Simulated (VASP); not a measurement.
BaZrO3: single point with LDA

Crystal: BaZrO3.

```
Ba Zr O
1.0
     4.12150    0.00000    0.00000
     0.00000    4.12150    0.00000
     0.00000    0.00000    4.16045
Ba Zr O
1 1 3
Cartesian
  0.0000 0.0000 0.0000
  2.0608 2.0608 2.0802
  2.0608 2.0608 0.0000
  2.0608 0.0000 2.0802
  0.0000 2.0608 2.0802
```

The cell was built by a generator and isn't the measured one.

| Item | Value |
| --- | --- |
| Program | VASP 6.6.1 |
| Task | single point |
| Functional | LDA |
| Potentials or basis | VASP PAW LDA potentials, release 64 (Ba_sv, Zr_sv, O) |
| Cutoff | 520 eV |
| k mesh | 6 × 6 × 6 |
| Occupations | gaussian, width 0.02 eV |
| Spin | no spin polarisation |

The pressure is 3.3 GPa and the band gap on the k mesh is 3.12 eV, indirect (least direct gap 3.29 eV).

Stress tensor (GPa, compression positive):
```
4.15 0.00 0.00
0.00 4.15 0.00
0.00 0.00 1.54
```

Levels at points of the mesh, in eV from the valence-band top:
| k point | band 17 | band 18 | band 19 | band 20 | band 21 | band 22 | band 23 | band 24 |
| --- | --- | --- | --- | --- | --- | --- | --- | --- |
| (0.00, 0.00, 0.00) | -1.06 | -0.20 | -0.17 | -0.17 | 3.12 | 3.12 | 3.17 | 4.51 |
| (0.50, 0.00, 0.00) | -1.86 | -1.85 | -0.41 | -0.38 | 3.63 | 5.95 | 5.96 | 6.51 |
| (0.50, 0.50, 0.00) | -0.89 | -0.89 | -0.72 | -0.08 | 5.90 | 5.90 | 6.68 | 6.69 |
| (0.00, 0.00, 0.50) | -1.77 | -1.77 | -0.38 | -0.38 | 3.64 | 5.84 | 5.84 | 6.39 |
| (0.50, 0.00, 0.50) | -0.96 | -0.96 | -0.67 | -0.11 | 5.81 | 5.91 | 6.58 | 6.72 |
| (0.50, 0.50, 0.50) | -2.56 | -0.02 | -0.02 | 0.00 | 6.04 | 6.04 | 6.10 | 7.29 |

It took 21 s on 1 thread of Intel(R) Xeon(R) 6975P-C (Granite Rapids) (shared host), peak memory 0.2 GiB.

Caveat: spin-orbit coupling is left out, which moves the levels of the heavy elements. As with any semilocal functional, this LDA gap is likely too small.
